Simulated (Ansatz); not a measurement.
Fe under changes of volume

One of the cells (12.019 Å³/atom); the others are scaled copies at fixed shape and fractional positions:

```
CELL_PARAMETERS angstrom
-1.44300 1.44300 1.44300
1.44300 -1.44300 1.44300
1.44300 1.44300 -1.44300
ATOMIC_POSITIONS crystal
Fe 0.00000 0.00000 0.00000
```

```yaml
Program: Ansatz 0.2.0
Functional: LDA
Potentials_or_basis: all-electron LAPW, scalar-relativistic
Cutoff: 303 eV (chosen from the basis error)
Basis_error_allowed: 0.001 eV/atom
k_mesh: 10 × 10 × 10
Occupations: gaussian, width 0.15 eV
Spin: non-collinear spin, random start
Starting_moments: "[[-1.469, 2.08, 0.123]] μB"
```

```tsv
volume (Å³/atom)	energy over the lowest point (meV/atom)	pressure (GPa)	moment (μB per cell)
11.298	0.00	-17.2	2.12
11.538	?	?	?
11.778	62.84	-24.3	2.14
12.019	101.92	-27.0	2.16
12.259	144.89	-29.2	2.18
12.499	190.61	-30.7	2.22
12.740	238.04	-31.7	2.28
```

What does the run at 11.538 Å³/atom give?

Energy over the lowest point 28.62 meV/atom; pressure -21.0 GPa; moment 2.13 μB per cell.

Worked out: A Birch-Murnaghan fit of order 3 (a polynomial in V^(-2/3)) to the other rows has no minimum within the range. It gives 28.32 meV/atom at 11.538 Å³/atom, against the run's 28.62, and -dE/dV = -21.1 GPa, against -21.0. A parabola through the other rows of the moment, of slope 0.0266 μB per Å³/atom there, gives 2.12 μB, against the run's 2.13.

Energies are extrapolated to zero smearing.

Caveats: the k mesh is thin for a metal, which can move the energy by tens of meV per atom; the magnetic state may not be the lowest.
